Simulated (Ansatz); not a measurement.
Crystal: TiPt3.

```
CELL_PARAMETERS angstrom
3.89700 0.00000 0.00000
0.00000 3.89700 0.00000
0.00000 0.00000 3.89700
ATOMIC_POSITIONS crystal
Pt 0.50000 0.50000 0.00000
Pt 0.50000 0.00000 0.50000
Pt 0.00000 0.50000 0.50000
Ti 0.00000 0.00000 0.00000
```

Below is the output of Ansatz 0.2.0 for this cell. Logs are shortened: lines on timing, memory, paths and dates and some standing lists are left out, and cuts for length are marked.

```text
Warning: RAYON_NUM_THREADS=2 ignored (pool sized by the plan → 2); use --threads N
Engine: ansatz 0.2.0, x86_64-unknown-linux-gnu
Pseudopotentials: kind: paw
Pseudopotential: Pt, paw, valence charge 18, recommended cutoff 420 eV (normal), Pt.paw.azcp
Pseudopotential: Ti, paw, valence charge 12, recommended cutoff 420 eV (normal), Ti.paw.azcp
Functional definition: PBE
  parameter kappa = 0.804
  parameter beta = 0.06672455060314922
  exchange = pbe_x(kappa = kappa, mu = beta*pi^2/3)
  correlation = pbe_c(beta = beta)
Crystal: 4 atoms, lattice volume = 59.182 Å³
Basis set: ecut = 420 eV, 1189 PW (Γ), exchange–correlation on 54×54×54 points (8 copies of the dense FFT grid, shifted against one another)
Bands: 40, of which v1, the nominal top of the filled ones, is band 33 counted from 1 (32 counted from 0)
Symmetry: 48 space group operations
Space group: Pm-3m (ITA 221), of the structure as read, at distance tolerance 3.9e-5 Å
k-points: 20 of 343
Non-local potential: Pt, projectors of the file, l = 0: 3, l = 1: 2, l = 2: 2, l = 3: 1
Non-local potential: Ti, projectors of the file, l = 0: 3, l = 1: 2, l = 2: 3, l = 3: 1
PAW form: soft (Blöchl's): semilocal exchange-correlation on the pseudo side does not see the compensation charge
PAW one-centre angular grid: Pt, 590 points (default); XC on 64 Gauss nodes
PAW one-centre angular grid: Ti, 590 points (default); XC on 64 Gauss nodes
Initial density: superposition of atomic densities (neutral atoms: chi_scale 0, normalization atom), corrected by the library's trained network
Initial wavefunctions: pseudopotential atomic-orbital guess
Functional: x = pbe(κ = 0.804, μ = 0.2195149727645171), c = pbe(β = 0.06672455060314922)
SCF iter   1: F=—  HF=-40072.081906 eV  |F-HF|=—  |Δ(HF+E_count)|=         —  Δρ=1.47e-2  dr2=1.89e-1  ethr=1.77e-3  ⟨swp⟩=5.5  Hψ=2613  notcnv=0
preconditioner: auto → Resta (q_TF=auto, 2.778 Å⁻¹)  ε∞=22.0  [insulator: Δε(μ)=0.186 eV  Ē_g=6.142 eV  σ=0.050 eV  W_gap=0.69  n_scr=18 (ndim 8)  ℏωp=28.1 eV  f_vac=0.000  D(μ)=1.03/eV (n_scr^D=6)  ε∞_Penn≈22.0]
SCF iter   2: F=—  HF=-40072.072775 eV  |F-HF|=—  |Δ(HF+E_count)|=   9.13e-3  Δρ=7.55e-3  dr2=5.38e-2  ethr=2.87e-4  ⟨swp⟩=2.0  Hψ=1073  notcnv=0  defer=3
preconditioner: auto → Kerker (q_TF=auto, 2.778 Å⁻¹)  [metal: Δε(μ)=0.118 eV  Ē_g=6.103 eV  σ=0.050 eV  W_gap=0.48  n_scr=18 (ndim 8)  ℏωp=28.1 eV  f_vac=0.000  D(μ)=1.27/eV (n_scr^D=6)]
SCF iter   3: F=—  HF=-40072.068693 eV  |F-HF|=—  |Δ(HF+E_count)|=   4.08e-3  Δρ=7.61e-4  dr2=2.03e-4  ethr=8.15e-5  ⟨swp⟩=2.0  Hψ=912  notcnv=0  defer=3
SCF iter   4: F=—  HF=-40072.068721 eV  |F-HF|=—  |Δ(HF+E_count)|=   2.79e-5  Δρ=1.83e-4  dr2=3.12e-5  ethr=3.07e-7  ⟨swp⟩=2.0  Hψ=1185  notcnv=0  defer=3
SCF iter   5: F=—  HF=-40072.068726 eV  |F-HF|=—  |Δ(HF+E_count)|=   5.11e-6  Δρ=3.89e-5  dr2=7.84e-7  ethr=4.72e-8  ⟨swp⟩=1.1  Hψ=801  notcnv=0  defer=3
SCF iter   6: F=-40072.068726 eV  HF=-40072.068726 eV  |F-HF|=3.86e-8  |Δ(HF+E_count)|=   6.47e-9  Δρ=8.33e-6  dr2=5.87e-8  ethr=1.52e-10  ⟨swp⟩=8.3  Hψ=4902  notcnv=0
SCF 1 converged in 6 iterations: F = -40072.068726 eV  dr2 = 5.87e-8
  greatest PAW one-centre occupation: 1.000 electrons in one spin orbital (limit 2), on the Pt atom at site 1 (counted from 0), in its partial waves of l = 0
SCF converged after 6 iterations
Free energy (F): -40072.068726 eV
Harris-Foulkes:  -40072.068726 eV  (|F-HF|=3.86e-8)
Internal energy: -40072.055640 eV  (E = F + TS)
E sigma→0 (E₀):  -40072.062183 eV
Entropy (-TS):   -0.013087 eV (-3.272 meV/atom)
Fermi energy:    22.630417 eV
--- Per-component energies (eV) ---
  E_band       = -527.136933
  E_kinetic    = 2191.218829
  E_local      = -5216.800154  (includes V_loc(G=0)·N_el)
  E_nonlocal   = 602.492218
  E_hartree    = 1984.033108
  E_xc         = -887.605955
  E_vxc        = -1036.922954  (∫ρ·V_xc dr)
  E_paw        = -29408.360964  (= ΣΔE_a)
  E_vpaw       = -1035.188191  (= ΣTr[D̂ρ^β])
  E_aug_tail   = 0.000678  (compensation charges beyond the density's cutoff)
  E_ewald      = -9337.033399
  E_smearing   = -0.013087  (= −TS)
  E_closure    = -0.000000  (closes the sum)
  Σ components = -40072.068726   (vs F -40072.068726, Δ=0.00e0)
--- Forces (eV/Å), atoms counted from 1 ---
  atom   1  Pt     0.00000000     0.00000000    -0.00000000
  atom   2  Pt     0.00000000    -0.00000000     0.00000000
  atom   3  Pt     0.00000000    -0.00000000     0.00000000
  atom   4  Ti     0.00000000     0.00000000    -0.00000000
  max |Σ_I F_I| component: 1.80e-28 eV/Å
--- Stress (GPa, compression-positive) ---
       10.111739      -0.000000       0.000000
       -0.000000      10.111739       0.000000
        0.000000       0.000000      10.111739
  P = ⅓ Tr σ = 10.1117 GPa (101.117 kbar)
--- Band table (eV; the first three rows and the last of 20) ---
  k-point 0: bands = ["-76.4678", "-76.4313", "-76.4313", "-35.5265", "-30.8556", "-30.8556", "-30.8556", "-30.6618", "-30.6618", "-30.6618", "-30.5079", "-30.5079", "-30.5079", "-11.7556", "-11.7556", "-11.7556", "12.3680", "15.1515", "15.5276", "15.5276", "15.8280", "15.8280", "15.8280", "18.9655", "18.9655", "18.9655", "20.9034", "20.9034", "22.0762", "22.6452", "22.6452", "22.6452", "24.0165", "24.0165", "24.1882", "24.1882", "24.1882", "24.6522", "24.6522", "24.6522"]
  k-point 1: bands = ["-76.4662", "-76.4329", "-76.4312", "-35.5269", "-30.8460", "-30.8460", "-30.8392", "-30.6645", "-30.6645", "-30.6625", "-30.5250", "-30.5149", "-30.5149", "-11.7615", "-11.7567", "-11.7567", "12.6389", "15.3219", "15.6245", "15.7531", "15.9266", "15.9959", "15.9959", "18.8025", "19.0455", "19.0455", "20.6704", "20.9364", "21.6238", "21.6238", "21.8272", "22.6459", "22.8612", "23.7553", "23.7553", "23.8911", "24.0075", "24.6454", "25.9537", "25.9537"]
  k-point 2: bands = ["-76.4619", "-76.4372", "-76.4312", "-35.5279", "-30.8212", "-30.8212", "-30.7937", "-30.6734", "-30.6734", "-30.6641", "-30.5724", "-30.5313", "-30.5313", "-11.7747", "-11.7591", "-11.7591", "13.3975", "15.7266", "15.8609", "16.1948", "16.3704", "16.4888", "16.4888", "18.3936", "19.1483", "19.1483", "20.0432", "20.2701", "20.2701", "20.8529", "20.8826", "21.2424", "22.6476", "23.0632", "23.0632", "23.5429", "23.6215", "24.6316", "27.8676", "27.8676"]
  k-point 19: bands = ["-76.4446", "-76.4428", "-76.4428", "-35.5248", "-30.9284", "-30.8303", "-30.8300", "-30.8300", "-30.5529", "-30.5529", "-30.5495", "-30.5132", "-30.5132", "-11.7695", "-11.7675", "-11.7675", "15.1068", "15.2878", "15.2878", "15.6739", "18.0309", "18.0309", "18.2342", "18.6758", "18.9921", "18.9921", "19.5260", "19.5260", "20.7714", "20.8752", "20.8752", "21.6154", "22.1608", "22.8611", "22.8611", "23.7655", "23.7655", "24.3839", "24.3942", "24.3942"]
```

What input gives this log?

Single point with PBE, no spin polarisation. The files as run (others can give the same):

input.yaml
```yaml
crystal:
  lattice:
    - [3.897, 0.0, 0.0]
    - [0.0, 3.897, 0.0]
    - [0.0, 0.0, 3.897]
  atoms:
    - { symbol: Pt, position: [0.5, 0.5, 0.0] }
    - { symbol: Pt, position: [0.5, 0.0, 0.5] }
    - { symbol: Pt, position: [0.0, 0.5, 0.5] }
    - { symbol: Ti, position: [0.0, 0.0, 0.0] }
hamiltonian:
  xc: pbe
  pseudopotentials: { kind: paw }
kpoints:
  mp_grid: { grid: [7, 7, 7] }
scf:
  occupations: { method: fermi_dirac, width: 0.05 }
output:
  forces: true
  stress: true
  eigenvalues: true
  write_density: true
  write_potential: true
  elf: true
  volumetric_format: npy
```

Potentials or basis: Ansatz PAW.
Command:
```console
$ ansatz run input.yaml --threads 2 --pin off --max-ram 5120MiB --backend cpu --events-out ev --progress --plain --runs-dir out
```
